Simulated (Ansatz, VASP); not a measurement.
## PtSe2: VASP beside Ansatz

Contents of INCAR:

```
SYSTEM = PtSe2
PREC     = Accurate       ! precision mode
ENCUT    = 520            ! plane-wave cutoff, eV
EDIFF    = 1E-7           ! SCF threshold, eV
ISMEAR   = -1             ! smearing method
SIGMA    = 0.02           ! smearing width, eV
LREAL    = .FALSE.        ! projectors in reciprocal space
LASPH    = .TRUE.         ! aspherical terms in the spheres
NELM     = 60             ! most SCF steps
ALGO     = Normal         ! electronic algorithm
ISIF     = 2              ! what is computed and relaxed
LWAVE    = .FALSE.        ! write WAVECAR
LCHARG   = .FALSE.        ! write CHGCAR
GGA      = PE             ! functional
NBANDS   = 18             ! bands
```

KPOINTS

```
regular mesh
0
G
  12 12 6
  0 0 0
```

Contents of POSCAR:

```
PtSe2
1.0
    3.7286503688      0.0000000000      0.0000000000
   -1.8643251844      3.2291059412      0.0000000000
    0.0000000000      0.0000000000      5.1716134445
Pt Se
1 2
Direct
    0.0000000000      0.0000000000      0.0000000000
    0.3333333333      0.6666666667      0.2506482214
    0.6666666667      0.3333333333      0.7493517786
```

Input for Ansatz:

```yaml
crystal:
  lattice:
    - [3.7286503688, 0.0, 0.0]
    - [-1.8643251844, 3.2291059412, 0.0]
    - [0.0, 0.0, 5.1716134445]
  atoms:
    - { symbol: Pt, position: [0.0, 0.0, 0.0] }
    - { symbol: Se, position: [0.3333333333, 0.6666666667, 0.2506482214] }
    - { symbol: Se, position: [0.6666666667, 0.3333333333, 0.7493517786] }
kpoints:
  mp_grid: { grid: [12, 12, 6] }
  band_path:
    path:
      - [0.0, 0.0, 0.0]
      - [0.5, 0.0, 0.0]
      - [0.3333333333, 0.3333333333, 0.0]
      - [0.0, 0.0, 0.5]
      - [0.5, 0.0, 0.5]
      - [0.3333333333, 0.3333333333, 0.5]
      - [0.0, 0.25, 0.3333333333]
      - [0.0, 0.28776, 0.290365]
    npoints: 1
hamiltonian:
  xc: pbe
scf:
  occupations: { method: fermi_dirac, width: 0.02 }
  n_extra_bands: 4
output:
  forces: true
  stress: true
  eigenvalues: true
  write_density: true
  write_potential: true
  elf: true
  volumetric_format: npy
```

Change from the starting cell: uniaxial_z strain -2.0%.

Alike in both runs: task single point; functional PBE; k mesh 12 × 12 × 6; occupations fermi-dirac, width 0.02 eV; no spin polarisation.

|  | VASP | Ansatz |
| --- | --- | --- |
| version | VASP 6.6.1 | Ansatz 0.2.0 |
| potentials or method | VASP PAW PBE potentials, release 64 (Pt, Se) | plane waves, PAW |
| plane-wave cutoff (eV) | 520 | 420 |
| valence electrons in the cell | 22 | 50 |

|  | VASP | Ansatz | Ansatz less VASP |
| --- | --- | --- | --- |
| pressure (GPa) | 4.4 | 4.4 | +0.03 |
| largest component of the traceless stress (GPa) | 1.30 | 1.28 | -0.013 |
| rms of the force components (eV/Å) | 0.090 | 0.088 | -0.0021 |

Atom by atom the forces differ by 0.002 eV/Å (rms over components). The two sets of potentials don't hold the same shells in valence.

Spin-orbit coupling is left out, which matters for the levels of Pt.
